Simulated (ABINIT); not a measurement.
# BN (F-43m) in ABINIT: settings compared

Aim: see how the results for BN move with the level of theory and the settings. Levels: PBE, LDA. Tasks: single point.

All numbers are computed with ABINIT 10.8.3 (patched build); they aren't measurements. Logs are shortened: lines on timing, memory, paths and dates and some standing lists are left out, and cuts for length are marked. The log counts tension as positive stress, the text compression.

**What was measured.**

A printed reference work, monograph reports, for a bulk crystal of BN at 300 K: band gap 6.4 eV (indirect).

The runs below are set against these values where they give the same quantity.

## (1) The crystal as given

The structure is cubic, space group F-43m (No. 216). Conventional cell: a = 3.626 Å, b = 3.626 Å, c = 3.626 Å, α = 90.00°, β = 90.00°, γ = 90.00°. N (site symmetry -43m) has 4 B at 1.57 Å as nearest neighbours. B (site symmetry -43m) has 4 N at 1.57 Å as nearest neighbours.

The cell is a database's computed one.

## (2) Single point, PBE

run.abi

```
pp_dirpath "./"
pseudos "N.GGA_PBE-JTH.xml, B.GGA_PBE-JTH.xml"

acell 3*1.0
rprim
     0.0000000000     3.4260753537     3.4260753537
     3.4260753537     0.0000000000     3.4260753537
     3.4260753537     3.4260753537     0.0000000000
ntypat 2
znucl 7 5
natom 2
typat 1 2
xred
     0.2500000000     0.2500000000     0.2500000000
     0.0000000000     0.0000000000     0.0000000000

ecut 26.0
pawecutdg 48.0

kptopt 1
ngkpt 10 10 10
nshiftk 1
shiftk 0.0 0.0 0.0

ixc 11

nband 8
occopt 3
tsmear 0.05 eV

nstep 100
tolvrs 1.0e-9

iomode 3
prtwf 0
prteig 0
prtebands 0
prtden 1
prtvha 1
prtvclmb 1
prtpot 1
```

Potentials or basis: JTH PAW PBE v2.0.

Command:

```
$ abinit run.abi > log 2>&1
```

run.abo:

```text
.Version 10.8.3 of ABINIT
 Symmetries : space group F-4 3 m (#216); Bravais cF (face-center cubic)
================================================================================
 Values of the parameters that define the memory need of the present run
     intxc =       0    ionmov =       0      iscf =      17    lmnmax =       8
     lnmax =       4     mgfft =      24  mpssoang =       2    mqgrid =    3001
     natom =       2  nloc_mem =       2    nspden =       1   nspinor =       1
    nsppol =       1      nsym =      24    n1xccc =       1    ntypat =       2
    occopt =       3   xclevel =       2
       mpw =         532          nfft =       13824          nkpt =          47
 PAW method is used; the additional fine FFT grid is defined by:
   mgfftf=        32    nfftf =     32768
================================================================================
================================================================================

--------------------------------------------------------------------------------
------------- Echo of variables that govern the present computation ------------
--------------------------------------------------------------------------------
 -outvars: echo values of preprocessed input variables --------
            acell      1.0000000000E+00  1.0000000000E+00  1.0000000000E+00 Bohr
              amu      1.40067400E+01  1.08110000E+01
             ecut      2.60000000E+01 Hartree
              ixc          11
         kptrlatt       10    0    0      0   10    0      0    0   10
          kptrlen      4.84520223E+01
            natom           2
            nband           8
            ngfft          24      24      24
          ngfftdg          32      32      32
             nkpt          47
            nstep         100
             nsym          24
           ntypat           2
           occopt           3
        pawecutdg      4.80000000E+01 Hartree
         pawxcdev           0
        prtebands           0
           prteig           0
           prtpot           1
         prtvclmb           1
           prtvha           1
            prtwf           0
            rprim      0.0000000000E+00  3.4260753537E+00  3.4260753537E+00
                       3.4260753537E+00  0.0000000000E+00  3.4260753537E+00
                       3.4260753537E+00  3.4260753537E+00  0.0000000000E+00
          spgroup         216
           tolvrs      1.00000000E-09
           tsmear      1.83746611E-03 Hartree
            typat      1  2
           useylm           1
           xangst      9.0650049939E-01  9.0650049939E-01  9.0650049939E-01
                       0.0000000000E+00  0.0000000000E+00  0.0000000000E+00
            xcart      1.7130376768E+00  1.7130376768E+00  1.7130376768E+00
                       0.0000000000E+00  0.0000000000E+00  0.0000000000E+00
             xred      2.5000000000E-01  2.5000000000E-01  2.5000000000E-01
                       0.0000000000E+00  0.0000000000E+00  0.0000000000E+00
            znucl        7.00000    5.00000

================================================================================

 chkinp: Checking input parameters for consistency.

================================================================================
== DATASET  1 ==================================================================

--- !DatasetInfo
iteration_state: {dtset: 1, }
dimensions: {natom: 2, nkpt: 47, mband: 8, nsppol: 1, nspinor: 1, nspden: 1, mpw: 532, }
cutoff_energies: {ecut:  26.0, pawecutdg:  48.0, }
electrons: {nelect:   8.00000000E+00, charge:   0.00000000E+00, occopt:   3.00000000E+00, tsmear:   1.83746611E-03, }
meta: {optdriver: 0, ionmov: 0, optcell: 0, iscf: 17, paral_kgb: 0, }
...

 Exchange-correlation functional for the present dataset will be:
  GGA: Perdew-Burke-Ernzerhof functional - ixc=11
  J.P.Perdew, K.Burke, M.Ernzerhof, PRL 77, 3865 (1996)

 Real(R)+Recip(G) space primitive vectors, cartesian coordinates (Bohr,Bohr^-1):
 R(1)=  0.0000000  3.4260754  3.4260754  G(1)= -0.1459396  0.1459396  0.1459396
 R(2)=  3.4260754  0.0000000  3.4260754  G(2)=  0.1459396 -0.1459396  0.1459396
 R(3)=  3.4260754  3.4260754  0.0000000  G(3)=  0.1459396  0.1459396 -0.1459396
 Unit cell volume ucvol=  8.0430492E+01 bohr^3
 Angles (23,13,12)=  6.00000000E+01  6.00000000E+01  6.00000000E+01 degrees

 Coarse grid specifications (used for wave-functions):

 getcut: wavevector=  0.0000  0.0000  0.0000  ngfft=  24  24  24
         ecut(hartree)=     26.000   => boxcut(ratio)=   2.15798

 Fine grid specifications (used for densities):

 getcut: wavevector=  0.0000  0.0000  0.0000  ngfft=  32  32  32
         ecut(hartree)=     48.000   => boxcut(ratio)=   2.11764

--- Pseudopotential description ------------------------------------------------
- pspini: atom type   1  psp file is ./N.GGA_PBE-JTH.xml
 Pseudopotential format is: paw10
 basis_size (lnmax)=  4 (lmn_size=  8), orbitals=   0   0   1   1
 Spheres core radius: rc_sph= 1.20497474
 Shapefunction is SIN type: shapef(r)=[sin(pi*r/rshp)/(pi*r/rshp)]**2
 Radius for shape functions =  1.00243812
 Compensation charge density is not taken into account in XC energy/potential

- pspini: atom type   2  psp file is ./B.GGA_PBE-JTH.xml
 Pseudopotential format is: paw10
 basis_size (lnmax)=  4 (lmn_size=  8), orbitals=   0   0   1   1
 Spheres core radius: rc_sph= 1.70616958
 Shapefunction is SIN type: shapef(r)=[sin(pi*r/rshp)/(pi*r/rshp)]**2
 Radius for shape functions =  1.40269776
 Compensation charge density is not taken into account in XC energy/potential

   5.83076110E+01                                ecore*ucvol(ha*bohr**3)
--------------------------------------------------------------------------------

[... 7 lines left out ...]

     iter   Etot(hartree)      deltaE(h)  residm     nres2
 ETOT  1  -12.983733686043    -1.298E+01 2.537E-01 1.986E+01
 ETOT  2  -12.981652414543     2.081E-03 2.588E-03 3.421E+00
 ETOT  3  -12.978673815520     2.979E-03 9.750E-04 3.279E-01
 ETOT  4  -12.978614222369     5.959E-05 9.645E-05 8.006E-03
 ETOT  5  -12.978627511443    -1.329E-05 2.964E-05 1.263E-03
 ETOT  6  -12.978630769381    -3.258E-06 2.980E-06 3.352E-05
 ETOT  7  -12.978630763743     5.638E-09 1.033E-06 4.907E-07
 ETOT  8  -12.978630764491    -7.478E-10 1.021E-07 1.352E-07
 ETOT  9  -12.978630764392     9.873E-11 3.614E-08 3.404E-09
 ETOT 10  -12.978630764388     4.249E-12 3.576E-09 1.474E-10

 At SCF step   10       nres2   =  1.47E-10 < tolvrs=  1.00E-09 =>converged.

 Cartesian components of stress tensor (hartree/bohr^3)
  sigma(1 1)=  1.47255092E-05  sigma(3 2)=  0.00000000E+00
  sigma(2 2)=  1.47255092E-05  sigma(3 1)=  0.00000000E+00
  sigma(3 3)=  1.47255092E-05  sigma(2 1)=  0.00000000E+00

--- !ResultsGS
iteration_state: {dtset: 1, }
comment   : Summary of ground state results
lattice_vectors:
- [  0.0000000,   3.4260754,   3.4260754, ]
- [  3.4260754,   0.0000000,   3.4260754, ]
- [  3.4260754,   3.4260754,   0.0000000, ]
lattice_lengths: [   4.84520,    4.84520,    4.84520, ]
lattice_angles: [ 60.000,  60.000,  60.000, ] # degrees, (23, 13, 12)
lattice_volume:   8.0430492E+01
convergence: {deltae:  4.249E-12, res2:  1.474E-10, residm:  3.576E-09, diffor: null, }
etotal    :  -1.29786308E+01
entropy   :   0.00000000E+00
fermie    :   3.65028414E-01
cartesian_stress_tensor: # hartree/bohr^3
- [  1.47255092E-05,   0.00000000E+00,   0.00000000E+00, ]
- [  0.00000000E+00,   1.47255092E-05,   0.00000000E+00, ]
- [  0.00000000E+00,   0.00000000E+00,   1.47255092E-05, ]
pressure_GPa:  -4.3324E-01
xred      :
- [  2.5000E-01,   2.5000E-01,   2.5000E-01,  N]
- [  0.0000E+00,   0.0000E+00,   0.0000E+00,  B]
cartesian_forces: # hartree/bohr
- [ -1.17889054E-28,   7.85927029E-29,   1.17889054E-28, ]
- [  1.17889054E-28,  -7.85927029E-29,  -1.17889054E-28, ]
force_length_stats: {min:   1.84316226E-28, max:   1.84316226E-28, mean:   1.84316226E-28, }
...

 Integrated electronic density in atomic spheres:
 ------------------------------------------------
 Atom  Sphere_radius  Integrated_density
    1        1.20497          2.71599175
    2        1.70617          2.04638543

================================================================================

 ----iterations are completed or convergence reached----

 Mean square residual over all n,k,spin=   12.210E-12; max=  35.759E-10
 reduced coordinates (array xred) for    2 atoms
       0.250000000000      0.250000000000      0.250000000000
       0.000000000000      0.000000000000      0.000000000000
 rms dE/dt=  5.6052E-28; max dE/dt=  2.6926E-28; dE/dt below (all hartree)
    1      -0.000000000000      0.000000000000      0.000000000000
    2       0.000000000000      0.000000000000      0.000000000000

 cartesian coordinates (angstrom) at end:
    1      0.90650049939226     0.90650049939226     0.90650049939226
    2      0.00000000000000     0.00000000000000     0.00000000000000

 cartesian forces (hartree/bohr) at end:
    1     -0.00000000000000     0.00000000000000     0.00000000000000
    2      0.00000000000000    -0.00000000000000    -0.00000000000000
 frms,max,avg= 1.0641502E-28 1.1788905E-28   0.000E+00  0.000E+00  0.000E+00 h/b

 cartesian forces (eV/Angstrom) at end:
    1     -0.00000000000000     0.00000000000000     0.00000000000000
    2      0.00000000000000    -0.00000000000000    -0.00000000000000
 frms,max,avg= 5.4720805E-27 6.0620989E-27   0.000E+00  0.000E+00  0.000E+00 e/A
 length scales=  1.000000000000  1.000000000000  1.000000000000 bohr
              =  0.529177210544  0.529177210544  0.529177210544 angstroms
 Fermi (or HOMO) energy (hartree) =   0.36503   Average Vxc (hartree)=  -0.46918
 Eigenvalues (hartree) for nkpt=  47  k points:
 kpt#   1, nband=  8, wtk=  0.00100, kpt=  0.0000  0.0000  0.0000 (reduced coord)
  -0.42563    0.31448    0.31448    0.31448    0.63635    0.63635    0.63635    0.68869
      occupation numbers for kpt#   1
   2.00000    2.00000    2.00000    2.00000    0.00000    0.00000    0.00000    0.00000
 prteigrs : prtvol=0 or 1, do not print more k-points.

--- !EnergyTerms
iteration_state     : {dtset: 1, }
comment             : Components of total free energy in Hartree
kinetic             :  7.92855356838889E+00
hartree             :  1.81875004440543E+00
xc                  : -3.90783418776307E+00
Ewald energy        : -1.31304314006389E+01
psp_core            :  7.24944099992095E-01
local_psp           : -7.79689642638329E+00
PAW spherical_terms :  1.38428147694707E+00
internal            : -1.29786328250518E+01
'-kT*entropy'       :  3.03728939273303E-16
total_energy        : -1.29786328250518E+01
total_energy_eV     : -3.53166590747252E+02
...

--- !EnergyTermsDC
iteration_state     : {dtset: 1, }
comment             : '"Double-counting" decomposition of free energy'
band_energy         :  2.11843427931871E-01
Ewald energy        : -1.31304314006389E+01
psp_core            :  7.24944099992095E-01
xc_dc               : -1.02188783657568E+00
PAW spherical_terms :  2.36900944902662E-01
internal            : -1.29786307643880E+01
'-kT*entropy'       :  3.03728939273303E-16
total_energy_dc     : -1.29786307643880E+01
total_energy_dc_eV  : -3.53166534673733E+02
...

--- !EnergyTermsWithPAWCore
iteration_state     : {dtset: 1, }
comment             : 'Components of total free energy, including PAW core contributions'
Total energy        : -7.96973867447022E+01
Total energy DC     : -7.96973846840384E+01
Total energy (eV)   : -2.16867637350542E+03
Total energy DC (eV): -2.16867631743190E+03
...

 Cartesian components of stress tensor (hartree/bohr^3)
  sigma(1 1)=  1.47255092E-05  sigma(3 2)=  0.00000000E+00
  sigma(2 2)=  1.47255092E-05  sigma(3 1)=  0.00000000E+00
  sigma(3 3)=  1.47255092E-05  sigma(2 1)=  0.00000000E+00

-Cartesian components of stress tensor (GPa)         [Pressure= -4.3324E-01 GPa]
- sigma(1 1)=  4.33239438E-01  sigma(3 2)=  0.00000000E+00
- sigma(2 2)=  4.33239438E-01  sigma(3 1)=  0.00000000E+00
- sigma(3 3)=  4.33239438E-01  sigma(2 1)=  0.00000000E+00

== END DATASET(S) ==============================================================
================================================================================

 -outvars: echo values of variables after computation  --------
            acell      1.0000000000E+00  1.0000000000E+00  1.0000000000E+00 Bohr
           etotal     -1.2978630764E+01
            fcart     -1.1788905432E-28  7.8592702879E-29  1.1788905432E-28
                       1.1788905432E-28 -7.8592702879E-29 -1.1788905432E-28
            rprim      0.0000000000E+00  3.4260753537E+00  3.4260753537E+00
                       3.4260753537E+00  0.0000000000E+00  3.4260753537E+00
                       3.4260753537E+00  3.4260753537E+00  0.0000000000E+00
           strten      1.4725509203E-05  1.4725509203E-05  1.4725509203E-05
                       0.0000000000E+00  0.0000000000E+00  0.0000000000E+00
           xangst      9.0650049939E-01  9.0650049939E-01  9.0650049939E-01
                       0.0000000000E+00  0.0000000000E+00  0.0000000000E+00
             xred      2.5000000000E-01  2.5000000000E-01  2.5000000000E-01
                       0.0000000000E+00  0.0000000000E+00  0.0000000000E+00
 Calculation completed.
```

Wall time 9 s (1 thread of Intel Xeon Platinum 8259CL at 2.50GHz (Skylake/Cascade Lake), shared host); peak memory 0.09 GiB.

What came out:

| Property | Result |
| --- | --- |
| Free energy | -353.1665 eV |
| Pressure | -0.4 GPa |
| Band gap on the k mesh | 4.44 eV, indirect (least direct gap 8.76 eV) |
| Valence electrons inside the program's atomic spheres | N 2.72; B 2.05 |

[end of part 1 of 2]
